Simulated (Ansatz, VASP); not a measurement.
**Te in VASP and in Ansatz**

Contents of INCAR:

```
  PREC = Accurate
  ENCUT = 520
  EDIFF = 1E-7
  ISMEAR = -1
  SIGMA = 0.08
  LREAL = False
  LASPH = True
  NELM = 100
  ALGO = Normal
  ISIF = 2
  LWAVE = False
  LCHARG = False
  GGA = PS
  NBANDS = 9
```

The input KPOINTS:

```
regular mesh
0
Gamma
  13 13 13
```

Contents of POSCAR:

```
Te
1.0
    3.0186792501      0.0000000000      0.0000000000
    0.0000000000      3.0186792501      0.0000000000
    0.0000000000      0.0000000000      3.0186792501
Te
1
Direct
    0.0000000000      0.0000000000      0.0000000000
```

Input for Ansatz:

```yaml
crystal:
  lattice:
    - [3.0186792501, 0.0, 0.0]
    - [0.0, 3.0186792501, 0.0]
    - [0.0, 0.0, 3.0186792501]
  atoms:
    - { symbol: Te, position: [0.0, 0.0, 0.0] }
kpoints:
  mp_grid: { grid: [13, 13, 13] }
scf:
  occupations: { method: fermi_dirac, width: 0.08 }
hamiltonian:
  xc: pbesol
  pseudopotentials: { kind: paw }
output:
  forces: true
  stress: true
  eigenvalues: true
  populations: true
  write_density: true
  write_potential: true
  elf: true
  volumetric_format: npy
```

Change from the starting cell: volume scaled by 0.88, PAW files.

Alike in both runs: task single point; functional PBEsol; k mesh 13 × 13 × 13; occupations fermi-dirac, width 0.08 eV; no spin polarisation.

```csv
,VASP,Ansatz
version,VASP 6.6.1,Ansatz 0.2.0
potentials or method,"VASP PAW PBE potentials, release 64 (Te)","PAW with Ansatz's default frozen-core files, scalar-relativistic"
plane-wave cutoff (eV),520,420
valence electrons in the cell,6,16
```

VASP gave:

- pressure (GPa): 10.2

Question: Estimate Ansatz's values.

Answer: Pressure (GPa): 10.1.

With one functional, cell and mesh, what is left measures potentials, basis and numerics. The two sets of potentials don't hold the same shells in valence.

Caveats: the PAW data sets were made with another functional, which shifts forces and pressure a little (VASP). The runs have no spin-orbit coupling, so splittings on Te are missing.
